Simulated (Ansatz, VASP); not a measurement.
# Cross-check of Si (Si strained to the junction's net) between VASP and Ansatz, part 2 of 2

Aim: how closely do two programs agree when they are given the same cell, functional and k mesh? Of the first pair: The structure shown is the start of the Ansatz relaxation below; VASP solves that cell, so the two are compared at the walk's first step.

VASP 6.6.1 and Ansatz 0.2.0.

So far: Starting point; Ansatz: relaxation, PBE; VASP: single point, PBE, start cell, pair 1.

## Step 3: VASP: single point, PBE, start cell, pair 1 (continued)

Level of this step: PBE; plane waves and PAW (Si) (VASP).

Numbers of over 12 decimals in the logs are rounded to 6 here.

From OUTCAR (step 3):

```text
ion  position               nearest neighbor table
   1  0.000  0.000  0.000-   2 2.36   6 2.38   6 2.38   6 2.38
   2  0.000  0.000  0.250-   1 2.36   3 2.38   3 2.38   3 2.38
   3  0.333  0.667  0.333-   4 2.36   2 2.38   2 2.38   2 2.38
   4  0.333  0.667  0.583-   3 2.36   5 2.38   5 2.38   5 2.38
   5  0.667  0.333  0.667-   6 2.36   4 2.38   4 2.38   4 2.38
   6  0.667  0.333  0.917-   5 2.36   1 2.38   1 2.38   1 2.38

  LATTYP: Found a hexagonal cell.
 ALAT       =     3.8960000000
 C/A-ratio  =     2.4194281314

 Subroutine GETGRP returns: Found 12 space group operations
 (whereof  6 operations were pure point group operations)

The static configuration has the point symmetry C_3v.
 The point group associated with its full space group is D_3d.

 Found     50 irreducible k-points:

   k-points           NKPTS =     50   k-points in BZ     NKDIM =     50   number of bands    NBANDS=     18

   dimension x,y,z NGX =    28 NGY =   28 NGZ =   64
   dimension x,y,z NGXF=    56 NGYF=   56 NGZF=  128

   ENCUT  =  400.0 eV  29.40 Ry    5.42 a.u.   6.35  6.35 15.37*2*pi/ulx,y,z

   NELECT =      24.0000    total number of electrons

 k-points in reciprocal lattice and weights: Automatic mesh
   0.00000000  0.00000000  0.00000000       0.002
   0.08333333 -0.00000000  0.00000000       0.014
   0.16666667  0.00000000  0.00000000       0.014
   0.25000000  0.00000000  0.00000000       0.014
   0.33333333  0.00000000  0.00000000       0.014
   0.41666667 -0.00000000  0.00000000       0.014
   0.50000000  0.00000000  0.00000000       0.007
   0.08333333  0.08333333  0.00000000       0.014
   0.16666667  0.08333333  0.00000000       0.028
[...]
-0.25000000 -0.41666667  0.33333333       0.028
   0.33333333  0.33333333  0.33333333       0.009

 average (electrostatic) potential at core
       1 -83.5948       2 -83.5948       3 -83.5948       4 -83.5948       5 -83.5948
       6 -83.5948

 E-fermi :   5.8404

 k-point     1 :       0.0000    0.0000    0.0000
  band No.  band energies     occupation
    ...
      8       4.4898      2.00000
      9       4.4898      2.00000
     10       5.5080      1.93046
     11       5.5080      1.93046
     12       5.5308      1.91345
     13       7.0692      0.00001
     14       7.0692      0.00001
     15       8.0077      0.00000
     16       8.0077      0.00000
     17       8.1415      0.00000
    ...

 k-point     2 :       0.0833   -0.0000    0.0000
  band No.  band energies     occupation
    ...
      8       4.1417      2.00000
      9       4.5994      1.99999
     10       4.7764      1.99995
     11       5.2977      1.99124
     12       5.4109      1.97308
     13       7.5705      0.00000
     14       7.5840      0.00000
     15       8.0177      0.00000
     16       8.2940      0.00000
     17       8.3756      0.00000
    ...

 k-point     3 :       0.1667    0.0000    0.0000
  band No.  band energies     occupation
    ...
      8       3.4662      2.00000
      9       3.7028      2.00000
     10       4.4578      2.00000
     11       4.8669      1.99988
     12       5.0751      1.99905
     13       7.4808      0.00000
     14       7.9656      0.00000
     15       8.0672      0.00000
     16       8.5817      0.00000
     17       8.9054      0.00000
    ...

  Total       -1.2909645     -1.2909646      0.5671459      0.0000000      0.0000000      0.0000000
  in kB      -16.6926269    -16.6926272      7.3333972      0.0000000      0.0000000      0.0000000
  external PRESSURE =      -8.6839523 kB  Pullay stress =       0.0000000 kB

  energy-cutoff  :      400.00
  volume of cell :      123.91
      direct lattice vectors                 reciprocal lattice vectors
     3.896000000  0.000000000  0.000000000     0.256673511  0.148190520  0.000000000
    -1.948000000  3.374035000  0.000000000     0.000000000  0.296381039  0.000000000
     0.000000000  0.000000000  9.426092000     0.000000000  0.000000000  0.106088504

 POSITION                                       TOTAL-FORCE (eV/Angst)
 -----------------------------------------------------------------------------------
      0.00000      0.00000      0.00000         0.000000      0.000000     -0.129033
      0.00000      0.00000      2.35652        -0.000000      0.000000      0.129033
     -0.00000      2.24936      3.14203         0.000000      0.000000     -0.129033
     -0.00000      2.24936      5.49855        -0.000000      0.000000      0.129033
      1.94800      1.12468      6.28406         0.000000     -0.000000     -0.129033
      1.94800      1.12468      8.64058        -0.000000     -0.000000      0.129033
 -----------------------------------------------------------------------------------
    total drift:                               -0.000000      0.000000     -0.000000

  FREE ENERGIE OF THE ION-ELECTRON SYSTEM (eV)
  ---------------------------------------------------
  free  energy   TOTEN  =       -32.5382723109 eV

  energy  without entropy=      -32.5361536390  energy(sigma->0) =      -32.53721297

 total charge
# of ion       s       p       d       tot
------------------------------------------
    1        0.751   0.921   0.000   1.672
    2        0.751   0.921   0.000   1.672
    3        0.751   0.921   0.000   1.672
    4        0.751   0.921   0.000   1.672
    5        0.751   0.921   0.000   1.672
    6        0.751   0.921   0.000   1.672
--------------------------------------------------
tot          4.507   5.525   0.000  10.032

[... 3 further parts left out ...]
```

The run ends at a pressure of -0.87 GPa, with forces up to 0.13 eV/Å.

## Step 4: Differences

Known differences besides the potentials themselves: the cutoff is 420 eV in Ansatz and 400 eV in VASP. Total energies have different zeros and are not compared.

Forces (eV/Å; atoms numbered as in POSCAR):

```csv
atom,"Ansatz x, y, z","VASP x, y, z"
Si1,"0.000, 0.000, -0.130","0.000, 0.000, -0.129"
Si2,"0.000, 0.000, 0.130","0.000, 0.000, 0.129"
Si3,"0.000, 0.000, -0.130","0.000, 0.000, -0.129"
Si4,"0.000, 0.000, 0.130","0.000, 0.000, 0.129"
Si5,"0.000, 0.000, -0.130","0.000, 0.000, -0.129"
Si6,"0.000, 0.000, 0.130","0.000, 0.000, 0.129"
```

The forces differ by 0.5 meV/Å r.m.s., which is 0.7 % of the r.m.s. force of 0.074 eV/Å (both taken over all components).

## Step 5: Ansatz: relaxation, PBE

This run makes the geometry at which the two programs are then compared. The cell compared in this pair holds 124.19 Å³, against 123.91 Å³ for the pair before.

The structure compared here is the end of the Ansatz relaxation.

This is the run of step 2 again, met here at its other cell.

## Step 6: VASP: single point, PBE, cell relaxed in part, pair 2

The same cell, functional, mesh and smearing now go to VASP, with its own data sets.

Contents of INCAR:

```
SYSTEM = Si
PREC = Accurate
ENCUT = 500
EDIFF = 1E-06
NELM = 120
ISMEAR = -1
SIGMA = 0.1
LREAL = .FALSE.
ALGO = Normal
GGA = PE
NBANDS = 18
LORBIT = 11
LWAVE = .FALSE.
LCHARG = .FALSE.
ISIF = 2
LASPH = .TRUE.
GGA_COMPAT = .FALSE.
EFERMI = MIDGAP
KPAR = 2
```

Contents of POSCAR:

```
Si
1.0
    3.8960000000      0.0000000000      0.0000000000
   -1.9480000000      3.3740349731      0.0000000000
    0.0000000000      0.0000000000      9.4473533722
Si
6
Direct
    0.0000000000      0.0000000000      0.9995823363
    0.0000000000      0.0000000000      0.2504176637
    0.3333333333      0.6666666667      0.3329156697
    0.3333333333      0.6666666667      0.5837509970
    0.6666666667      0.3333333333      0.6662490030
    0.6666666667      0.3333333333      0.9170843303
```

Contents of KPOINTS:

```
Automatic mesh
0
Gamma
12 12 3
0 0 0
```

Potentials, in the order of the species: Si (PBE family, release 64).

The run is started by

```console
mpirun -np 2 vasp_std
```

Output:

```text
[... set-up lines as in an earlier step ...]
 entering main loop
       N       E                     dE             d eps       ncg     rms          rms(c)
DAV:   1     0.477198805451E+02    0.47720E+02   -0.90683E+03  1800   0.104E+03
DAV:   2    -0.296930527089E+02   -0.77413E+02   -0.75209E+02  2306   0.148E+02
DAV:   3    -0.329875564963E+02   -0.32945E+01   -0.32776E+01  2436   0.296E+01
DAV:   4    -0.330246158107E+02   -0.37059E-01   -0.37021E-01  2466   0.386E+00
[...]
DAV:  11    -0.325409190781E+02    0.10900E-05   -0.33417E-06  2596   0.106E-02    0.106E-02
DAV:  12    -0.325409209815E+02   -0.19034E-05   -0.26155E-06  2038   0.973E-03    0.190E-03
DAV:  13    -0.325409207296E+02    0.25197E-06   -0.11207E-07  1188   0.186E-03
   1 F= -.32540921E+02 E0= -.32539829E+02  d E =-.218247E-02
```

OUTCAR, selected parts (step 6):

```text
  Total       -1.2161133     -1.2161133     -0.0778386     -0.0000000      0.0000000      0.0000000
  in kB      -15.6893854    -15.6893854     -1.0042159     -0.0000000      0.0000000      0.0000000
  external PRESSURE =     -10.7943289 kB  Pullay stress =       0.0000000 kB

 POSITION                                       TOTAL-FORCE (eV/Angst)
 -----------------------------------------------------------------------------------
      0.00000      0.00000      9.44341         0.000000     -0.000000     -0.001630
      0.00000      0.00000      2.36578        -0.000000      0.000000      0.001630
     -0.00000      2.24936      3.14517         0.000000     -0.000000     -0.001630
     -0.00000      2.24936      5.51490        -0.000000     -0.000000      0.001630
      1.94800      1.12468      6.29429         0.000000      0.000000     -0.001630
      1.94800      1.12468      8.66402        -0.000000     -0.000000      0.001630
 -----------------------------------------------------------------------------------
    total drift:                               -0.000000      0.000000     -0.000000

  FREE ENERGIE OF THE ION-ELECTRON SYSTEM (eV)
  ---------------------------------------------------
  free  energy   TOTEN  =       -32.5409207296 eV

  energy  without entropy=      -32.5387382578  energy(sigma->0) =      -32.53982949

[... 1 part as in an earlier step ...]

[... 2 further parts left out ...]
[key lines of the parts left out:]
E-fermi :   5.8250
```

The run ends at a pressure of -1.08 GPa, with forces up to 0.0016 eV/Å.

## Step 7: Side by side

What differs besides the data sets and the points named for the pairs above, as far as they apply: the cutoff is 420 eV in Ansatz and 500 eV in VASP; Ansatz's pressure holds a Pulay correction, VASP's none. Total energies have different zeros and are not compared.

Both answers:

```csv
quantity,Ansatz,VASP,difference
pressure (GPa),-1.00,-1.08,+0.08
gap on the k mesh (eV),0.670,0.671,-0.001
```

A gap on the mesh is an upper bound, since the band edges may lie between its points.

## Step 8: Outcome

* r.m.s. force difference (single point, PBE, start cell, pair 1): 0.52 meV/Å
* difference in gap on the k mesh (single point, PBE, cell relaxed in part, pair 2): -0.0015 eV

The r.m.s. force difference is 0.52 meV/Å (single point, PBE, start cell, pair 1), within the 12 meV/Å picked in this series as the mark of a large difference. Such differences can come from data sets, numerical settings and the points named under the comparisons, not from the functional's error against experiment.

[Lines on the potential files, build, host, timing and source positions are cut from VASP's logs without a mark.]

[Logs are printed without paths, hosts, clocks, repeated set-up lines and the standing remarks that a program may print on its own settings, such as how far it seeks lower states.]

[Hosts, paths, dates, database ids (printed as entryN), source tags and the programs' standing remarks are cut or masked in the printed files.]
